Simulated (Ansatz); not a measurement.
# C (P6_3/mmc) in Ansatz: notebook

Runs on C. Level: PBE. Tasks: single point, equation of state.

The COD entry that gives the cell may itself be a prediction, so a difference from it is no test against experiment.

Program: Ansatz 0.2.0. These are calculated values, not measurements. Logs are shortened: lines on timing, memory, paths and dates and some standing lists are left out, and cuts for length are marked.

### Step 1. The crystal as given

The structure is hexagonal, space group P6_3/mmc (No. 194). The conventional cell has a = 2.522 Å, b = 2.522 Å, c = 8.237 Å, α = 90.00°, β = 90.00°, γ = 120.00°. C (site symmetry 3m) has 4 C at 1.54 Å as nearest neighbours. C (site symmetry 3m) is surrounded by 4 C at 1.54 Å.

This is a hexagonal form of diamond, not graphite.

### Step 2. Single point, PBE, 5.33 Å³/atom (volume scaled by 0.94)

The input, input.yaml:

```yaml
crystal:
  lattice:
    - [2.4706141248, 0.0, 0.0]
    - [-1.2353070624, 2.139614595, 0.0]
    - [0.0, 0.0, 8.0689487361]
  atoms:
    - { symbol: C, position: [0.6666666667, 0.3333333333, 0.84375] }
    - { symbol: C, position: [0.3333333333, 0.6666666667, 0.34375] }
    - { symbol: C, position: [0.6666666667, 0.3333333333, 0.65625] }
    - { symbol: C, position: [0.3333333333, 0.6666666667, 0.15625] }
    - { symbol: C, position: [0.0, 0.0, 0.90625] }
    - { symbol: C, position: [0.0, 0.0, 0.40625] }
    - { symbol: C, position: [0.0, 0.0, 0.59375] }
    - { symbol: C, position: [0.0, 0.0, 0.09375] }
hamiltonian:
  xc: pbe
  pseudopotentials: { kind: nc, accuracy: standard }
kpoints:
  mp_grid: { grid: [12, 12, 4] }
scf:
  occupations: { method: fermi_dirac, width: 0.05 }
output:
  forces: true
  stress: true
  eigenvalues: true
```

Potentials or basis: PseudoDojo standard (PBE files).

On the command line:

```console
ansatz run input.yaml --threads 2 --pin off --max-ram 5120MiB --backend cpu --events-out ev --progress --plain --runs-dir out
```

Standard output:

```text
Warning: RAYON_NUM_THREADS=2 ignored (pool sized by the plan → 2); use --threads N
Engine: ansatz 0.2.0, aarch64-unknown-linux-gnu
Pseudopotentials: kind: nc
Pseudopotential: C, nc, valence charge 4, recommended cutoff 1115.666836 eV (normal), C.nc.azcp (PseudoDojo's, or run here from an input of PseudoDojo's; its table is named by hamiltonian.pseudopotentials.accuracy)
Functional definition: PBE
  parameter kappa = 0.804
  parameter beta = 0.06672455060314922
  exchange = pbe_x(kappa = kappa, mu = beta*pi^2/3)
  correlation = pbe_c(beta = beta)
Crystal: 8 atoms, lattice volume = 42.654 Å³
Basis set: ecut = 1115.666836 eV, 3607 PW (Γ), exchange–correlation on 54×54×180 points (8 copies of the dense FFT grid, shifted against one another)
Bands: 24, of which v1, the nominal top of the filled ones, is band 16 counted from 1 (15 counted from 0)
Symmetry: 24 space group operations
Space group: P63/mmc (ITA 194), of the structure as read, at distance tolerance 3.5e-5 Å
k-points: 57 of 576
Non-local potential: C, projectors of the file, l = 0: 2, l = 1: 2
Initial density: superposition of atomic densities (chi_scale 0.1, normalization cell)
Initial wavefunctions: pseudopotential atomic-orbital guess
Functional: x = pbe(κ = 0.804, μ = 0.2195149727645171), c = pbe(β = 0.06672455060314922)
SCF iter   1: F=—  HF=-1312.712805 eV  |F-HF|=—  |Δ(HF+E_count)|=         —  Δρ=1.56e-1  dr2=7.31e0  ethr=3.10e-3  ⟨swp⟩=6.3  Hψ=7364  notcnv=0  defer=10
preconditioner: auto → none  [insulator: Δε(μ)=5.476 eV  Ē_g=17.971 eV  σ=0.050 eV  W_gap=1.00  n_scr=6 (ndim 8)  ℏωp=32.2 eV  f_vac=0.000  D(μ)=0.00/eV (n_scr^D=0)  ε∞_Penn≈4.2]
SCF iter   2: F=—  HF=-1310.159502 eV  |F-HF|=—  |Δ(HF+E_count)|=    2.55e0  Δρ=6.07e-2  dr2=1.01e0  ethr=3.10e-3  ⟨swp⟩=3.0  Hψ=3384  notcnv=0  defer=132
SCF iter   3: F=—  HF=-1309.854465 eV  |F-HF|=—  |Δ(HF+E_count)|=   3.05e-1  Δρ=6.22e-3  dr2=5.49e-3  ethr=3.10e-3  ⟨swp⟩=3.9  Hψ=2729  notcnv=0  defer=75
automatic band count: iteration 3 solves 23 bands in place of 24: the levels show a gap, and the empty bands left out lie too high to hold charge; the band table lists the bands solved (type scf.n_extra_bands for more)
SCF iter   4: F=—  HF=-1309.856676 eV  |F-HF|=—  |Δ(HF+E_count)|=   2.21e-3  Δρ=2.01e-3  dr2=2.62e-3  ethr=1.71e-5  ⟨swp⟩=2.3  Hψ=2426  notcnv=0  defer=75
SCF iter   5: F=—  HF=-1309.855897 eV  |F-HF|=—  |Δ(HF+E_count)|=   7.79e-4  Δρ=3.19e-4  dr2=1.42e-5  ethr=8.20e-6  ⟨swp⟩=2.2  Hψ=1959  notcnv=0  defer=75
SCF iter   6: F=—  HF=-1309.855930 eV  |F-HF|=—  |Δ(HF+E_count)|=   3.27e-5  Δρ=9.10e-5  dr2=1.01e-6  ethr=4.43e-8  ⟨swp⟩=2.1  Hψ=2202  notcnv=0  defer=75
SCF iter   7: F=-1309.855931 eV  HF=-1309.855931 eV  |F-HF|=3.50e-8  |Δ(HF+E_count)|=   1.79e-6  Δρ=1.20e-5  dr2=5.32e-8  ethr=3.13e-10  ⟨swp⟩=12.5  Hψ=7856  notcnv=0
SCF 1 converged in 7 iterations: F = -1309.855931 eV  dr2 = 5.32e-8
SCF converged after 7 iterations
Free energy (F): -1309.855931 eV
Harris-Foulkes:  -1309.855931 eV  (|F-HF|=3.50e-8)
Internal energy: -1309.855931 eV  (E = F + TS)
E sigma→0 (E₀):  -1309.855931 eV
Fermi energy:    16.929633 eV
--- Per-component energies (eV) ---
  E_band       = 164.113259
  E_kinetic    = 944.839174
  E_local      = -393.744083  (includes V_loc(G=0)·N_el)
  E_nonlocal   = -65.511441
  E_hartree    = 102.669462
  E_xc         = -478.315150
  E_vxc        = -526.808920  (∫ρ·V_xc dr)
  E_ewald      = -1419.793894
  E_smearing   = -0.000000  (= −TS)
  E_closure    = -0.000000  (closes the sum)
  Σ components = -1309.855931   (vs F -1309.855931, Δ=0.00e0)
--- Forces (eV/Å), atoms counted from 1 ---
  atom   1  C      0.00000000    -0.00000000     0.35155966
  atom   2  C      0.00000000     0.00000000     0.35155966
  atom   3  C      0.00000000    -0.00000000    -0.35155966
  atom   4  C      0.00000000     0.00000000    -0.35155966
  atom   5  C      0.00000000     0.00000000     0.37080712
  atom   6  C      0.00000000    -0.00000000     0.37080712
  atom   7  C      0.00000000     0.00000000    -0.37080712
  atom   8  C      0.00000000    -0.00000000    -0.37080712
  max |Σ_I F_I| component: 2.22e-16 eV/Å
--- Stress (GPa, compression-positive) ---
       28.486036       0.000000       0.000000
        0.000000      28.486036       0.000000
        0.000000       0.000000      42.940500
  P = ⅓ Tr σ = 33.3042 GPa (333.042 kbar)
--- Band table (eV; the first three rows and the last of 57) ---
  k-point 0: bands = ["-7.8487", "-6.0818", "-6.0289", "-1.6707", "0.3894", "7.5953", "7.6791", "11.4238", "11.4238", "12.5575", "12.5575", "12.8002", "12.8002", "14.4147", "14.6555", "14.6555", "20.0117", "20.0117", "20.5778", "21.9154", "21.9154", "22.5841", "22.9541"]
  k-point 1: bands = ["-7.7357", "-6.8364", "-5.0629", "-2.5672", "1.4734", "5.4308", "9.8687", "11.5065", "11.5065", "12.1411", "12.1411", "13.3052", "13.3052", "13.6901", "14.4453", "14.4453", "20.2556", "20.2556", "20.9702", "21.5318", "21.5318", "22.3349", "23.2248"]
  k-point 2: bands = ["-7.3976", "-7.3976", "-3.8781", "-3.8781", "3.3409", "3.3409", "11.7505", "11.7505", "11.7505", "11.7505", "11.9816", "11.9816", "13.9298", "13.9298", "13.9298", "13.9298", "20.8510", "20.8510", "20.8510", "20.8510", "21.7188", "21.7188", "23.6238"]
  k-point 56: bands = ["-0.0769", "-0.0769", "0.0590", "0.0590", "2.3800", "2.3800", "3.2527", "3.2527", "4.7754", "4.7754", "5.5668", "5.5668", "8.9906", "8.9906", "9.2168", "9.2168", "19.9715", "19.9715", "25.0464", "25.0464", "26.2591", "26.2591", "26.9930"]
```

Wall time 4.6 s (2 threads of Arm Neoverse V1, shared host); peak memory 0.43 GiB.

Results:

```
Free energy            : -1309.8559 eV
Pressure               : 33.3 GPa
Largest force          : 0.371 eV/Å
Band gap on the k mesh : 4.63 eV, indirect (least direct gap 5.36 eV)
```

### Step 3. Single point, PBE, 5.45 Å³/atom (volume scaled by 0.96)

input.yaml, as its differences from that of step 2:

```diff
@@ -2,5 +2,5 @@
   lattice:
-    - [2.4706141248, 0.0, 0.0]
-    - [-1.2353070624, 2.139614595, 0.0]
-    - [0.0, 0.0, 8.0689487361]
+    - [2.4880133891, 0.0, 0.0]
+    - [-1.2440066945, 2.1546827999, 0.0]
+    - [0.0, 0.0, 8.125774191]
   atoms:
```

Potentials or basis: PseudoDojo standard (PBE files).

On the command line:

```console
ansatz run input.yaml --threads 2 --pin off --max-ram 5120MiB --backend cpu --events-out ev --progress --plain --runs-dir out
```

Run time: 4.7 s. Hardware: 2 threads of Arm Neoverse V1, shared host; peak memory 0.45 GiB.

Results (log left out):

```yaml
Free_energy: -1310.0124 eV
Pressure: 22.1 GPa
Largest_force: 0.356 eV/Å
Band_gap_on_the_k_mesh: 4.58 eV, indirect (least direct gap 5.31 eV)
```

### Step 4. Single point, PBE, 5.56 Å³/atom (volume scaled by 0.98)

input.yaml, as its differences from that of step 3:

```diff
@@ -2,5 +2,5 @@
   lattice:
-    - [2.4880133891, 0.0, 0.0]
-    - [-1.2440066945, 2.1546827999, 0.0]
-    - [0.0, 0.0, 8.125774191]
+    - [2.5051726443, 0.0, 0.0]
+    - [-1.2525863222, 2.1695431509, 0.0]
+    - [0.0, 0.0, 8.1818157839]
   atoms:
```

On the command line:

```console
ansatz run input.yaml --threads 2 --pin off --max-ram 5120MiB --backend cpu --events-out ev --progress --plain --runs-dir out
```

Run time: 4.8 s. Hardware: 2 threads of Arm Neoverse V1, shared host; peak memory 0.45 GiB.

It converged, with:

```yaml
Free_energy: -1310.1082 eV
Pressure: 11.9 GPa
Largest_force: 0.342 eV/Å
Band_gap_on_the_k_mesh: 4.52 eV, indirect (least direct gap 5.26 eV)
```

### Step 5. Single point, PBE, 5.67 Å³/atom

input.yaml, as its differences from that of step 4:

```diff
@@ -2,5 +2,5 @@
   lattice:
-    - [2.5051726443, 0.0, 0.0]
-    - [-1.2525863222, 2.1695431509, 0.0]
-    - [0.0, 0.0, 8.1818157839]
+    - [2.5221, 0.0, 0.0]
+    - [-1.26105, 2.1842026709, 0.0]
+    - [0.0, 0.0, 8.2371]
   atoms:
```

On the command line:

```console
ansatz run input.yaml --threads 2 --pin off --max-ram 5120MiB --backend cpu --events-out ev --progress --plain --runs-dir out
```

Wall time 4.8 s (2 threads of Arm Neoverse V1, shared host); peak memory 0.45 GiB.

It converged, with:

| Quantity | Value |
| --- | --- |
| Free energy | -1310.1490 eV |
| Pressure | 2.6 GPa |
| Largest force | 0.329 eV/Å |
| Band gap on the k mesh | 4.47 eV, indirect (least direct gap 5.22 eV) |

### Step 6. Single point, PBE, 5.79 Å³/atom (volume scaled by 1.02)

input.yaml, as its differences from that of step 5:

```diff
@@ -2,5 +2,5 @@
   lattice:
-    - [2.5221, 0.0, 0.0]
-    - [-1.26105, 2.1842026709, 0.0]
-    - [0.0, 0.0, 8.2371]
+    - [2.5388031358, 0.0, 0.0]
+    - [-1.2694015679, 2.1986680108, 0.0]
+    - [0.0, 0.0, 8.2916519209]
   atoms:
@@ -25 +25,5 @@
   eigenvalues: true
+  write_density: true
+  write_potential: true
+  elf: true
+  volumetric_format: npy
```

Potentials or basis: PseudoDojo standard (PBE files).

On the command line:

```console
ansatz run input.yaml --threads 2 --pin off --max-ram 5120MiB --backend cpu --events-out ev --progress --plain --runs-dir out
```

Run time: 6.8 s. Hardware: 2 threads of Arm Neoverse V1, shared host; peak memory 0.47 GiB.

It converged, with:

```yaml
Free_energy: -1310.1395 eV
Pressure: -5.8 GPa
Largest_force: 0.317 eV/Å
Band_gap_on_the_k_mesh: 4.42 eV, indirect (least direct gap 5.18 eV)
```

### Step 7. Single point, PBE, 5.90 Å³/atom (volume scaled by 1.04)

input.yaml, as its differences from that of step 6:

```diff
@@ -2,5 +2,5 @@
   lattice:
-    - [2.5388031358, 0.0, 0.0]
-    - [-1.2694015679, 2.1986680108, 0.0]
-    - [0.0, 0.0, 8.2916519209]
+    - [2.5552893324, 0.0, 0.0]
+    - [-1.2776446662, 2.2129454759, 0.0]
+    - [0.0, 0.0, 8.3454953252]
   atoms:
```

On the command line:

```console
ansatz run input.yaml --threads 2 --pin off --max-ram 5120MiB --backend cpu --events-out ev --progress --plain --runs-dir out
```

Run time: 7.5 s. Hardware: 2 threads of Arm Neoverse V1, shared host; peak memory 0.46 GiB.

Results (log left out):

- Free energy: -1310.0844 eV
- Pressure: -13.5 GPa
- Largest force: 0.305 eV/Å
- Band gap on the k mesh: 4.38 eV, indirect (least direct gap 5.13 eV)

### Step 8. Single point, PBE, 6.01 Å³/atom (volume scaled by 1.06)

input.yaml, as its differences from that of step 7:

```diff
@@ -2,5 +2,5 @@
   lattice:
-    - [2.5552893324, 0.0, 0.0]
-    - [-1.2776446662, 2.2129454759, 0.0]
-    - [0.0, 0.0, 8.3454953252]
+    - [2.5715654994, 0.0, 0.0]
+    - [-1.2857827497, 2.22704105, 0.0]
+    - [0.0, 0.0, 8.3986527796]
   atoms:
@@ -25,5 +25 @@
   eigenvalues: true
-  write_density: true
-  write_potential: true
-  elf: true
-  volumetric_format: npy
```

On the command line:

```console
ansatz run input.yaml --threads 2 --pin off --max-ram 5120MiB --backend cpu --events-out ev --progress --plain --runs-dir out
```

It took 5.5 s on 2 threads of Arm Neoverse V1, shared host; peak memory 0.46 GiB.

The run converged. Its results:

```
Free energy            : -1309.9876 eV
Pressure               : -20.5 GPa
Largest force          : 0.294 eV/Å
Band gap on the k mesh : 4.33 eV, indirect (least direct gap 5.09 eV)
```

### Step 9. Equation of state, PBE

Potentials or basis: PseudoDojo standard.

No new run: the results of the series are fitted here.

Results:

```
Equilibrium volume                        : 5.71 Å³/atom
Bulk modulus at fixed shape and positions : 433 GPa
Pressure derivative of the bulk modulus   : 3.7
```

Energy against volume, from the lowest point:
```tsv
volume (Å³/atom)	energy (meV/atom)
5.332	36.63
5.445	17.08
5.559	5.09
5.672	0.00
5.785	1.18
5.899	8.07
6.012	20.17
```

Caveat: the cell was scaled at fixed shape and fractional positions, which overstates the stiffness of a crystal with free parameters, most of all of layers and chains.
